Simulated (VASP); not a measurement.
Runs of VASP 6.6.1 on MgS (Niningerite). The structure is cubic, space group Fm-3m (No. 225). The conventional cell has a = 5.203 Å, b = 5.203 Å, c = 5.203 Å, α = 90.00°, β = 90.00°, γ = 90.00°. S (site symmetry m-3m) is surrounded by 6 Mg at 2.60 Å. Mg (site symmetry m-3m) has 6 S at 2.60 Å as nearest neighbours. 

```csv
task,level,cell,k mesh,cutoff (eV),smearing,ladder,grid for exact exchange (PRECFOCK),screening parameter,gap on the mesh (eV),pressure (GPa),V0 of scaled cells (Å³/atom),B0 (GPa)
single point,PBEsol,"atoms moved at random, drawn with an rms of 0.05 Å",9 × 9 × 9,520,fermi-dirac 0.05 eV,free,-,-,2.84,-0.9,-,-
equation of state,PBEsol,"Fm-3m, 17.61 Å³/atom",9 × 9 × 9,520,fermi-dirac 0.05 eV,free,-,-,-,-,(b),79
equation of state,HSE06,"Fm-3m, 17.45 Å³/atom",6 × 6 × 6,520,gaussian 0.02 eV,gaps,Fast,0.2 1/A,-,-,17.46,(a)
relaxation of cell and atoms,HSE06,relaxed,6 × 6 × 6,600,gaussian 0.02 eV,gaps,Fast,0.2 1/A,3.79,0.0,-,-
single point,PBEsol,"Fm-3m, 17.61 Å³/atom",9 × 9 × 9,520,fermi-dirac 0.05 eV,free,-,-,2.83,-1.1,-,-
```

Alike in all rows: potentials or basis VASP PAW PBE potentials, release 64 (S, Mg); no spin polarisation.

Question: Estimate the missing entries.

Answer: (a) 81; (b) 17.36.

Caveats: the PAW data sets were made with another functional, which shifts forces and pressure a little; an odd mesh through Γ misses points on the zone boundary, where band edges often lie (some runs).

Runs at the PBE level aren't shown here.
